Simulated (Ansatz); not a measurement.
NbC, DFT, LDA, PAW with Ansatz's default frozen-core files, scalar-relativistic (Ansatz 0.2.0), run on 1 thread of Arm Neoverse V1 on a shared host.

The cell comes from COD entry 1011323, which wasn't checked; take it as a given geometry. It is an old determination, and later ones may differ.

Command: `ansatz run input.yaml --threads 1 --pin off --max-ram 2048MiB --backend cpu --events-out ev --progress --plain --runs-dir out`

```yaml
crystal:
  lattice:
    - [0.0, 2.2, 2.2]
    - [2.2, 0.0, 2.2]
    - [2.2, 2.2, 0.0]
  atoms:
    - { symbol: Nb, position: [0.0, 0.0, 0.0] }
    - { symbol: C, position: [0.5, 0.5, 0.5] }
kpoints:
  mp_grid: { grid: [14, 14, 14] }
  band_path:
    path:
      - [0.0, 0.0, 0.0]
      - [0.5, 0.0, 0.5]
      - [0.625, 0.25, 0.625]
      - [0.375, 0.375, 0.75]
      - [0.0, 0.0, 0.0]
      - [0.5, 0.5, 0.5]
      - [0.5, 0.25, 0.75]
      - [0.5, 0.0, 0.5]
    npoints: 5
scf:
  occupations: { method: fermi_dirac, width: 0.05 }
hamiltonian:
  xc: lda
  pseudopotentials: { kind: paw }
output:
  forces: true
  stress: true
  eigenvalues: true
  efg: { contact_densities: true }
```

(1) How large is the problem that the program sets up?

(2) Estimate the wall time and the peak memory.

(3) And the same cell and mesh by LAPW (all electrons), asked for forces, stress, eigenvalues and the same band path, on the same hardware?

Results:

(1) 104 irreducible k-points, 411 plane waves at Γ, 13 bands.

(2) 4.8 s of wall time for 6 SCF iterations, with a peak of 0.34 GiB. Times on shared machines scatter by tens of per cent.

(3) 25 s, peak memory 0.38 GiB.
